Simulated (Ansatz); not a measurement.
# The stack of 2H-WS2 under Sc2COS MXene, shifted by two thirds of the diagonal between two gates, part 2 of 3

Aim: screening and gap of the neutral stack of 2H-WS2 under Sc2COS MXene, shifted by two thirds of the diagonal between oppositely charged gates.

Ansatz 0.2.0; plane-wave DFT, PBE-D3(BJ), Ansatz PAW (the session's first sound run).

So far. Step 2 (Relaxing the slab): The lattice constant a goes from 3.203 to 3.229 Å.

## (3) Gated layer, displacement field 0, start network

The slab is cut off from its images along the normal. Two sheets of opposite charge stand for the gates, so the stack stays neutral in a displacement field; barriers ahead of the sheets keep electrons from leaking to them. The uncharged case sets the zero.

The cell differs from the one that the last finished run ended in (c 54.959 → 53.325 Å).

Input file input.yaml:

```yaml
crystal:
  lattice:
    - [3.2287010475, 0.0, 0.0]
    - [-1.6143505238, 2.7961371284, 0.0]
    - [0.0, 0.0, 53.3247270852]
  atoms:
    - { symbol: S, position: [0.3333333333, 0.6666666667, 0.3938135486] }
    - { symbol: W, position: [0.0, 0.0, 0.4229317182] }
    - { symbol: S, position: [0.3333333333, 0.6666666667, 0.4518818165] }
    - { symbol: S, position: [0.0, 0.0, 0.5053803939] }
    - { symbol: Sc, position: [0.3333333333, 0.6666666667, 0.5370479017] }
    - { symbol: C, position: [0.6666666667, 0.3333333333, 0.5606646913] }
    - { symbol: Sc, position: [0.0, 0.0, 0.592165916] }
    - { symbol: O, position: [0.3333333333, 0.6666666667, 0.6061864514] }
  periodic: [true, true, false]
  symmetry: { detect: true }
kpoints:
  mp_grid: { grid: [30, 30, 1] }
  band_path:
    path: [[0, 0, 0], [0.5, 0, 0], [0.33333333, 0.33333333, 0], [0, 0, 0]]
    npoints: 16
hamiltonian:
  xc: pbe
  dispersion: d3bj
scf:
  occupations: { method: fermi_dirac, width: 0.05 }
  convergence: { dr2_threshold: 1.0e-10 }
output:
  forces: true
  eigenvalues: true
  dos: { projected: true, e_range: [-3, 3], de: 0.01 }
  write_potential: true
  write_density: true
  volumetric_format: npy
  elf: true
external_charges:
  - { charge: 0, barrier: 10, axis: 3, height: 36.825, sigma: 0.25 }
  - { charge: 0, barrier: 10, axis: 3, height: 16.5, sigma: 0.25 }
```

Run with:

```bash
ansatz run input.yaml --threads 4 --pin off --max-ram 6144MiB --backend cpu --events-out ev --progress --plain --runs-dir out
```

Numbers of over 12 decimals in the logs are rounded to 6 here.

The program printed:

```text
[...]
Crystal: 8 atoms, lattice volume = 481.410 Å³
Basis set: ecut = 420 eV, 9599 PW (Γ), exchange–correlation on 48×48×720 points (8 copies of the dense FFT grid, shifted against one another)
Bands: 40, of which v1, the nominal top of the filled ones, is band 32 counted from 1 (31 counted from 0)
Symmetry: 6 space group operations
[...]
k-points: 91 of 900 (time reversal used)
[...]
SCF iter   1: F=—  HF=-18189.596998 eV  |F-HF|=—  |Δ(HF+E_count)|=         —  Δρ=2.94e-3  dr2=2.44e-1  ethr=1.77e-3  ⟨swp⟩=12.8  Hψ=25570  notcnv=0  defer=59
[...]
SCF iter  17: F=-18189.591604 eV  HF=-18189.591604 eV  |F-HF|=4.40e-10  |Δ(HF+E_count)|=   3.74e-9  Δρ=5.20e-8  dr2=3.70e-11  ethr=1.00e-12  ⟨swp⟩=27.0  Hψ=35734  notcnv=0
SCF 1 converged in 17 iterations: F = -18189.591604 eV  dr2 = 3.70e-11
[...]
NSCF: frozen V_eff on 49 k-points
WARN: The output density's exchange-correlation potential varies sharply where the density is thin. Do not read a vacuum level from v_tot or v_xc, or from such a field of the output density. On a cell that repeats whose density bears no net charge and no dipole along the vacuum's axis use v_es (v_loc + v_h of the components); under efield.dipole_correction with no amplitude use v_es + v_field, which holds any externa [...]
SCF converged after 17 iterations
Free energy (F): -18189.591604 eV
[...]
Internal energy: -18189.568123 eV  (E = F + TS)
E sigma→0 (E₀):  -18189.579863 eV
Entropy (-TS):   -0.023480 eV (-2.935 meV/atom)
Fermi energy:    -6.070088 eV
[...]
--- Forces (eV/Å), atoms and charges each counted from 1 ---
  atom   1  S      0.00000000    -0.00000000     0.00018110
  atom   2  W      0.00000000     0.00000000     0.00064836
  atom   3  S      0.00000000    -0.00000000    -0.00086854
  atom   4  S      0.00000000     0.00000000     0.00200034
  atom   5  Sc     0.00000000    -0.00000000    -0.00140462
  atom   6  C      0.00000000    -0.00000000     0.00937265
  atom   7  Sc     0.00000000    -0.00000000    -0.00300820
  atom   8  O      0.00000000     0.00000000    -0.00675027
  external charge   1     0.00000000     0.00000000     0.00004771
  external charge   2     0.00000000     0.00000000    -0.00021930
  max |Σ_I F_I| component, the external charges' with the atoms': 7.50e-7 eV/Å
--- Band table (eV; the first three rows and the last of 91) ---
  k-point 0: bands = [... 28 lower, -6.2566, -6.2566, -5.5795, -4.4368, -4.4368, -3.4744, -3.4744, -3.2507, ... 4 higher]
  k-point 1: bands = [... 28 lower, -6.2557, -6.2299, -5.5853, -4.5343, -4.4748, -3.4932, -3.4394, -3.2840, ... 4 higher]
  k-point 2: bands = [... 28 lower, -6.2536, -6.2073, -5.6143, -4.7951, -4.5789, -3.5398, -3.3661, -3.3466, ... 4 higher]
  k-point 90: bands = [... 28 lower, -7.8868, -7.4931, -6.9840, -6.6652, -6.2781, -4.6606, -2.8849, -2.2887, ... 4 higher]
```

Elapsed: 76 s, on 4 threads of AMD EPYC 7R13 (Zen 3), shared host; peak memory 1.8 GiB.

The column dr2 measures how far the density is from self-consistency, as an energy; F and HF (Harris–Foulkes) agree once it is small.

Numbers from this step:

| Item | Value |
| --- | --- |
| energy at zero smearing | -18189.5799 eV |
| potential beyond the upper barrier and gate, less the barrier, from the Fermi level | 6.554 eV |

Running mean over a fixed 2.5 Å (it still follows the layers) of the planar mean; beyond a gate it holds the 10 eV model barrier. Table of electron's electrostatic potential energy less the Fermi level by z:

```csv
z (Å),electron's electrostatic potential energy less the Fermi level (eV)
4,15.6
5,15.6
6,15.6
7,15.6
8,15.6
9,15.6
10,15.6
11,15.6
12,15.6
13,15.6
14,15.6
15,15.5
16,12.6
17,8.60
18,5.66
19,4.97
20,0.575
21,-5.14
22,-10.9
23,-11.0
24,-5.95
25,-0.334
26,0.281
27,-2.93
28,-6.98
29,-6.98
30,-5.09
31,-6.88
32,-5.86
33,-0.132
34,5.77
35,6.53
36,8.29
37,12.2
38,16.0
39,16.6
40,16.6
41,16.6
42,16.6
43,16.6
44,16.6
45,16.6
46,16.6
47,16.6
48,16.6
49,16.6
```

The density of states has structure finer than the step of the table below, so its rows give means over 0.1 eV, whole bins alone (the curve runs from -3 to 1.99 eV). Peaks (eV: height): -2.55: 15.2, -2.38: 14.0, -2.34: 13.9, -2.28: 12.2, -2.13: 12.8, -1.89: 15.6, -1.09: 12.5.

The density of states by energy, zero at the Fermi level; means over each step:

energy (eV), density of states (states/eV a cell) and a bar:
```
     -2.9        6.2 #################
     -2.8        7.4 ####################
     -2.7        6.7 ##################
     -2.6       10.1 ############################
     -2.5       10.5 #############################
     -2.4       10.8 ##############################
     -2.3       10.9 ##############################
     -2.2        4.3 ###########
     -2.1        7.6 #####################
     -2.0        4.5 ############
     -1.9        7.4 ####################
     -1.8        4.5 ############
     -1.7        3.7 #########
     -1.6        3.4 #########
     -1.5        3.8 ##########
     -1.4        7.5 ####################
     -1.3        6.2 #################
     -1.2        4.1 ###########
     -1.1        8.1 ######################
     -1.0        4.6 ############
     -0.9        4.6 ############
     -0.8        6.7 ##################
     -0.7        6.6 ##################
     -0.6        7.4 ####################
     -0.5        5.4 ##############
     -0.4        5.1 ##############
     -0.3        5.0 #############
     -0.2        6.2 #################
     -0.1        3.2 ########
      0.0        2.5 ######
      0.1        2.4 ######
      0.2        2.4 ######
      0.3        2.6 ######
      0.4        3.2 ########
      0.5        2.1 #####
      0.6        1.1 ##
      0.7        0.9 ##
      0.8        0.7 #
      0.9        0.6 #
      1.0        0.5 #
      1.1        0.5 
      1.2        0.4 
      1.3        0.4 
      1.4        0.4 
      1.5        0.6 #
      1.6        0.5 
      1.7        0.3 
      1.8        0.4 
      1.9        0.4
```

Projected DOS per atom over height of the atomic layer and energy from the Fermi level. Layers: S W S S Sc C Sc O from below.

Values in states/eV, 22 rows by 8 columns, each cell a mean:
```
0.08 0.50 0.07 0.00 0.00 0.00 0.00 0.00
0.01 0.26 0.01 0.06 0.00 0.04 0.00 0.00
0.00 0.11 0.00 0.18 0.02 0.13 0.01 0.01
0.00 0.00 0.00 0.20 0.04 0.15 0.01 0.01
0.00 0.00 0.00 0.23 0.06 0.21 0.02 0.01
0.00 0.01 0.01 0.28 0.10 0.33 0.04 0.02
0.01 0.08 0.07 0.62 0.17 0.89 0.11 0.05
0.01 0.06 0.05 0.74 0.22 1.23 0.16 0.11
0.00 0.02 0.01 0.62 0.24 1.21 0.17 0.16
0.07 0.35 0.08 1.18 0.80 1.71 0.20 0.27
0.10 0.64 0.14 1.23 0.65 1.47 0.19 0.32
0.20 1.17 0.27 1.71 0.94 2.01 0.29 0.45
0.27 1.32 0.33 0.95 0.69 1.58 0.32 0.30
0.50 2.03 0.54 0.94 0.50 0.86 0.17 0.30
0.79 0.56 0.67 1.56 0.65 1.02 0.23 0.52
0.71 0.15 0.68 1.54 0.52 0.43 0.10 0.23
0.91 0.28 0.97 1.07 0.38 0.49 0.13 0.46
0.96 0.49 0.93 1.27 0.49 0.62 0.24 1.04
1.27 0.71 1.15 0.82 0.32 0.40 0.34 1.92
1.01 0.88 0.88 1.41 0.55 1.07 0.89 4.00
0.77 0.77 0.67 0.72 0.35 0.83 0.88 3.31
0.57 0.71 0.58 0.63 0.20 0.27 0.84 2.65
```
Columns: height of the atomic layer (Å) from 21 to 32.3 (not evenly spaced); rows upwards: energy from the Fermi level (eV) from -2.98 to 1.97.

Electronic bands along the path, in eV, zero at the Fermi level:

```csv
point,band 29,band 30,band 31,band 32,band 33,band 34,band 35,band 36
Γ,-0.19,-0.19,0.49,1.63,1.63,2.60,2.60,2.82
halfway,-1.00,-0.84,-0.29,0.02,0.68,2.31,2.32,2.88
M,-1.37,-1.05,-0.67,-0.62,0.44,2.46,2.46,2.94
halfway,-1.59,-1.14,-0.83,-0.63,-0.27,2.14,3.13,3.26
K,-1.82,-1.42,-0.91,-0.60,-0.21,1.41,3.19,3.78
halfway,-1.12,-1.01,-0.47,-0.23,0.21,1.96,2.58,2.75
Γ,-0.19,-0.19,0.49,1.63,1.63,2.60,2.60,2.82
```

Electrostatic potential energy in the ca plane at fractional y = 0.667, with atoms of S and Sc and O within 0.2 Å of it. With pseudopotentials it is smooth inside the atoms' cores, unlike the true potential.

Ten even steps from '0' (-45 eV) to '9' (10 eV), each cell a mean:
```
99999999888888888877776434567778887666777777
99999999888888888877776434567778877666777777
99999999888888888776666555666677887777765567
99999999888888888752135666631247788777642135
99999999888888887730103676400016788877520004
99999999888888887730103676401116788877510004
99999999888888888751025666531147788777641125
99999999888888888776566655665677887777765556
```
Columns run along c (16.0 Å, from fractional 0.26 to 0.56 of the cell; values clipped at the 3rd and 97th percentile), rows up along a (3.2 Å). Atoms in or near the plane, at fractional coordinates: S at (0.39, 0.33), S at (0.45, 0.33), Sc at (0.54, 0.33).

Valence density in the ca plane at fractional y = 0.667, with atoms of S and Sc and O within 0.2 Å of it. It is the smooth field of the valence electrons, not physical close to the nuclei.

Ten steps, logarithmic in the rise over the least value, from '0' (0.0 e/Å³) to '9' (6.8 e/Å³), each cell a mean:
```
33455433221112344432223343334432100000000000
33455433221112344432223443334432100000000000
44444444432111234333333333223343210000000000
55433455554211223346775322223566521000000000
55433455565311112258997421124799731000000000
55433455465311112258997421124799741000000000
65433456554211122347886322223677521000000000
44444444443111233333443333223444310000000000
```
Columns run along c (16.0 Å, from fractional 0.40 to 0.70 of the cell), rows up along a (3.2 Å). Atoms in or near the plane, at fractional coordinates: S at (0.45, 0.33), Sc at (0.54, 0.33), O at (0.61, 0.33).

ELF in the ca plane at fractional y = 0.667, with atoms of S and Sc and O within 0.2 Å of it. It is the smooth field of the valence electrons, not physical close to the nuclei.

Ten even steps from '0' (0.00) to '9' (0.94), each cell a mean:
```
00000000000000000012332232123210036888741146
00000000000000000012221232122210037888741246
00000000000000012467764222367763015777411113
00000000000000247898787423688898201343136651
00000000000001368996247523762499500111165473
00000000000001369996147523751399500010165374
00000000000000257998787423787898301233147762
00000000000000013678875222478874014676412212
```
Columns run along c (16.0 Å, from fractional 0.26 to 0.56 of the cell), rows up along a (3.2 Å). Atoms in or near the plane, at fractional coordinates: S at (0.39, 0.33), S at (0.45, 0.33), Sc at (0.54, 0.33).

There is no gap.

## (4) Gated layer, displacement field 0.905 V/nm

input.yaml, as its differences from that of step 3:

```diff
@@ -30,3 +30,2 @@
   eigenvalues: true
-  dos: { projected: true, e_range: [-3, 3], de: 0.01 }
   write_potential: true
@@ -34,5 +33,6 @@
   volumetric_format: npy
-  elf: true
 external_charges:
   - { charge: 0, barrier: 10, axis: 3, height: 36.825, sigma: 0.25 }
+  - { charge: -0.004514, axis: 3, height: 38.325, sigma: 0.5 }
   - { charge: 0, barrier: 10, axis: 3, height: 16.5, sigma: 0.25 }
+  - { charge: 0.004514, axis: 3, height: 15.0, sigma: 0.5 }
```

The program printed:

```text
[...]
Crystal: 8 atoms, lattice volume = 481.410 Å³
Basis set: ecut = 420 eV, 9599 PW (Γ), exchange–correlation on 48×48×720 points (8 copies of the dense FFT grid, shifted against one another)
Bands: 40, of which v1, the nominal top of the filled ones, is band 32 counted from 1 (31 counted from 0)
Symmetry: 6 space group operations
[...]
k-points: 91 of 900 (time reversal used)
[...]
SCF iter   1: F=—  HF=-18198.211307 eV  |F-HF|=—  |Δ(HF+E_count)|=         —  Δρ=6.49e-2  dr2=2.42e2  ethr=3.10e-3  ⟨swp⟩=12.4  Hψ=26543  notcnv=0  defer=25
[...]
SCF iter  21: F=-18189.585144 eV  HF=-18189.585144 eV  |F-HF|=6.18e-11  |Δ(HF+E_count)|=   1.03e-9  Δρ=5.77e-8  dr2=3.87e-11  ethr=1.00e-12  ⟨swp⟩=37.4  Hψ=46023  notcnv=0
SCF 1 converged in 21 iterations: F = -18189.585144 eV  dr2 = 3.87e-11
[...]
SCF converged after 21 iterations
Free energy (F): -18189.585144 eV
[...]
Internal energy: -18189.561870 eV  (E = F + TS)
E sigma→0 (E₀):  -18189.573507 eV
Entropy (-TS):   -0.023273 eV (-2.909 meV/atom)
Fermi energy:    -6.081517 eV
[...]
--- Forces (eV/Å), atoms and charges each counted from 1 ---
  atom   1  S      0.00000000    -0.00000000     0.00073283
  atom   2  W      0.00000000     0.00000000    -0.00777625
  atom   3  S     -0.00000000    -0.00000000     0.00749324
  atom   4  S      0.00000000     0.00000000     0.00598100
  atom   5  Sc     0.00000000    -0.00000000    -0.00655756
  atom   6  C     -0.00000000    -0.00000000     0.00204500
  atom   7  Sc     0.00000000    -0.00000000     0.03820696
  atom   8  O      0.00000000     0.00000000    -0.03992224
  external charge   1     0.00000000     0.00000000     0.00004273
  external charge   2     0.00000000     0.00000000    -0.00020430
  external charge   3     0.00000000     0.00000000    -0.00024534
  external charge   4     0.00000000     0.00000000     0.00020414
  max |Σ_I F_I| component, the external charges' with the atoms': 2.00e-7 eV/Å
--- Band table (eV; the first three rows and the last of 91) ---
  k-point 0: bands = [... 28 lower, -6.2696, -6.2696, -5.6050, -4.4497, -4.4497, -3.5123, -3.5123, -3.2879, ... 4 higher]
  k-point 1: bands = [... 28 lower, -6.2686, -6.2483, -5.6097, -4.5472, -4.4877, -3.5314, -3.4774, -3.3212, ... 4 higher]
  k-point 2: bands = [... 28 lower, -6.2666, -6.2320, -5.6359, -4.8079, -4.5917, -3.5792, -3.4029, -3.3871, ... 4 higher]
  k-point 90: bands = [... 28 lower, -7.8916, -7.5085, -6.9943, -6.6683, -6.3150, -4.6965, -2.9213, -2.3270, ... 4 higher]
```

Elapsed: 1.8 min, on 4 threads; peak memory 1.7 GiB; 7 min of CPU time.

Numbers from this step:

```
energy at zero smearing                                                             : -18189.5735 eV
potential beyond the upper barrier and gate, less the barrier, from the Fermi level : 7.055 eV
```

Electronic bands along the path, in eV, zero at the Fermi level:

```csv
point,band 29,band 30,band 31,band 32,band 33,band 34,band 35,band 36
Γ,-0.19,-0.19,0.48,1.63,1.63,2.57,2.57,2.79
halfway,-1.01,-0.85,-0.29,0.02,0.68,2.29,2.29,2.87
M,-1.36,-1.08,-0.68,-0.62,0.44,2.44,2.46,2.92
halfway,-1.60,-1.15,-0.82,-0.65,-0.26,2.12,3.12,3.25
K,-1.81,-1.43,-0.91,-0.59,-0.23,1.39,3.16,3.75
halfway,-1.13,-1.03,-0.47,-0.23,0.21,1.93,2.55,2.73
Γ,-0.19,-0.19,0.48,1.63,1.63,2.57,2.57,2.79
```

There is no gap.

Of the bands kept, 3 cross the Fermi level on this path.

## (5) Gated layer, displacement field 1.81 V/nm

input.yaml, as its differences from that of step 4:

```diff
@@ -35,4 +35,4 @@
   - { charge: 0, barrier: 10, axis: 3, height: 36.825, sigma: 0.25 }
-  - { charge: -0.004514, axis: 3, height: 38.325, sigma: 0.5 }
+  - { charge: -0.009028, axis: 3, height: 38.325, sigma: 0.5 }
   - { charge: 0, barrier: 10, axis: 3, height: 16.5, sigma: 0.25 }
-  - { charge: 0.004514, axis: 3, height: 15.0, sigma: 0.5 }
+  - { charge: 0.009028, axis: 3, height: 15.0, sigma: 0.5 }
```

The program printed:

```text
[...]
Crystal: 8 atoms, lattice volume = 481.410 Å³
Basis set: ecut = 420 eV, 9599 PW (Γ), exchange–correlation on 48×48×720 points (8 copies of the dense FFT grid, shifted against one another)
Bands: 40, of which v1, the nominal top of the filled ones, is band 32 counted from 1 (31 counted from 0)
Symmetry: 6 space group operations
[...]
k-points: 91 of 900 (time reversal used)
[...]
--- Band table (eV; the first three rows and the last of 91) ---
  k-point 0: bands = [... 28 lower, -6.2821, -6.2821, -5.6309, -4.4622, -4.4622, -3.5520, -3.5520, -3.3267, ... 4 higher]
  k-point 1: bands = [... 28 lower, -6.2812, -6.2664, -5.6343, -4.5596, -4.5002, -3.5715, -3.5173, -3.3600, ... 4 higher]
  k-point 2: bands = [... 28 lower, -6.2791, -6.2573, -5.6575, -4.8202, -4.6041, -3.6206, -3.4412, -3.4295, ... 4 higher]
  k-point 90: bands = [... 28 lower, -7.8958, -7.5236, -7.0041, -6.6708, -6.3537, -4.7342, -2.9593, -2.3670, ... 4 higher]
[key lines of the parts left out:]
SCF converged after 22 iterations
Free energy (F): -18189.574486 eV
Fermi energy:    -6.092345 eV
```

It took 1.7 min on 4 threads; peak memory 1.7 GiB; 6.7 min of CPU time.

There is no gap.

## (6) Gated layer, displacement field 2.71 V/nm

input.yaml, as its differences from that of step 5:

```diff
@@ -35,4 +35,4 @@
   - { charge: 0, barrier: 10, axis: 3, height: 36.825, sigma: 0.25 }
-  - { charge: -0.009028, axis: 3, height: 38.325, sigma: 0.5 }
+  - { charge: -0.013542, axis: 3, height: 38.325, sigma: 0.5 }
   - { charge: 0, barrier: 10, axis: 3, height: 16.5, sigma: 0.25 }
-  - { charge: 0.009028, axis: 3, height: 15.0, sigma: 0.5 }
+  - { charge: 0.013542, axis: 3, height: 15.0, sigma: 0.5 }
```

The program printed:

```text
[...]
Crystal: 8 atoms, lattice volume = 481.410 Å³
Basis set: ecut = 420 eV, 9599 PW (Γ), exchange–correlation on 48×48×720 points (8 copies of the dense FFT grid, shifted against one another)
Bands: 40, of which v1, the nominal top of the filled ones, is band 32 counted from 1 (31 counted from 0)
Symmetry: 6 space group operations
[...]
k-points: 91 of 900 (time reversal used)
[...]
--- Band table (eV; the first three rows and the last of 91) ---
  k-point 0: bands = [... 28 lower, -6.2942, -6.2942, -5.6571, -4.4742, -4.4742, -3.5935, -3.5935, -3.3669, ... 4 higher]
  k-point 1: bands = [... 28 lower, -6.2933, -6.2843, -5.6591, -4.5715, -4.5122, -3.6134, -3.5591, -3.4002, ... 4 higher]
  k-point 2: bands = [... 28 lower, -6.2912, -6.2831, -5.6791, -4.8321, -4.6160, -3.6640, -3.4809, -3.4737, ... 4 higher]
  k-point 90: bands = [... 28 lower, -7.8991, -7.5384, -7.0135, -6.6728, -6.3941, -4.7736, -2.9991, -2.4088, ... 4 higher]
[key lines of the parts left out:]
SCF converged after 21 iterations
Free energy (F): -18189.559623 eV
Fermi energy:    -6.102646 eV
```

The job ended after 99 s (4 threads; peak memory 1.7 GiB).

The electronic bands at the labelled points (eV, zero at the Fermi level):

```csv
point,band 29,band 30,band 31,band 32,band 33,band 34,band 35,band 36
Γ,-0.19,-0.19,0.45,1.63,1.63,2.51,2.51,2.74
halfway,-1.05,-0.87,-0.30,0.02,0.67,2.22,2.23,2.83
M,-1.34,-1.13,-0.68,-0.62,0.44,2.38,2.46,2.86
halfway,-1.60,-1.15,-0.82,-0.70,-0.26,2.06,3.09,3.22
K,-1.80,-1.44,-0.91,-0.57,-0.29,1.33,3.10,3.69
halfway,-1.14,-1.07,-0.48,-0.23,0.21,1.86,2.49,2.67
Γ,-0.19,-0.19,0.45,1.63,1.63,2.51,2.51,2.74
```

There is no gap.

Of the bands kept, 3 cross the Fermi level on this path.

[end of part 2 of 3]

[Logs are printed without paths, hosts, clocks, repeated set-up lines and the standing remarks that a program may print on its own settings, such as how far it seeks lower states.]

[Hosts, paths, dates, database ids (printed as entryN), source tags and the programs' standing remarks are cut or masked in the printed files.]

[Maps of the electrostatic potential energy from Ansatz leave out the sawtooth potential of an applied field or a dipole correction, so their vacuum need not be flat; planar profiles and work functions include it.]

[The density of states shown here was stored with 400 of the rows of the run's finer table, so its peaks can read low, often by over a quarter, or be missed, and its means over a window can be off by a tenth or more.]
